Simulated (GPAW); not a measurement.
AlCu3:

```
Cu Al
1.0
     0.00000    2.88801    2.88801
     2.88801    0.00000    2.88801
     2.88801    2.88801    0.00000
Cu Al
3 1
Cartesian
  4.3320 4.3320 4.3320
  1.4440 1.4440 1.4440
  2.8880 2.8880 2.8880
  0.0000 0.0000 0.0000
```

The cell comes from a database or a generator and needn't be the stable form of this composition.

| Property | Result |
| --- | --- |
| Program | GPAW 26.7.0 |
| Task | single point |
| Functional | PBEsol |
| Potentials or basis | PAW data sets generated in the run's folder for this functional |
| Cutoff | 600 eV |
| Basis | pw |
| k mesh | 8 × 8 × 8 |
| Occupations | fermi-dirac, width 0.05 eV |
| Spin | no spin polarisation |

On this cell: pressure 0.7 GPa; largest force zero by symmetry; band gap on the k mesh none (metal or under the smearing width).

The same run follows on a disturbed copy (atoms moved at random, drawn with an rms of 0.05 Å):

```
Cu Al
1.0
     0.00000    2.88801    2.88801
     2.88801    0.00000    2.88801
     2.88801    2.88801    0.00000
Cu Al
3 1
Direct
  0.75721 0.75143 0.74816
  0.25563 0.25694 0.25137
  0.48943 0.49828 0.51088
  0.99419 0.98404 0.00658
```

**Question.** What does the disturbed cell give?

**Answer.** The energy (extrapolated to zero smearing) moves by +13.0 meV/atom; pressure 1.3 GPa; largest force 0.710 eV/Å; band gap on the k mesh none (metal or under the smearing width).

Forces on the atoms (eV/Å):
```
Cu  -0.007 -0.137 -0.482
Cu  -0.168 -0.060 -0.536
Cu  -0.119  0.122  0.376
Al   0.294  0.075  0.642
```

Stress tensor (GPa, compression positive):
```
1.42 0.02 0.18
0.02 1.39 0.18
0.18 0.18 0.96
```

Caveats: with this Cu data set, volumes or pressures lay over 1.5 % or 2 GPa off other programs in two to four cells of ten.
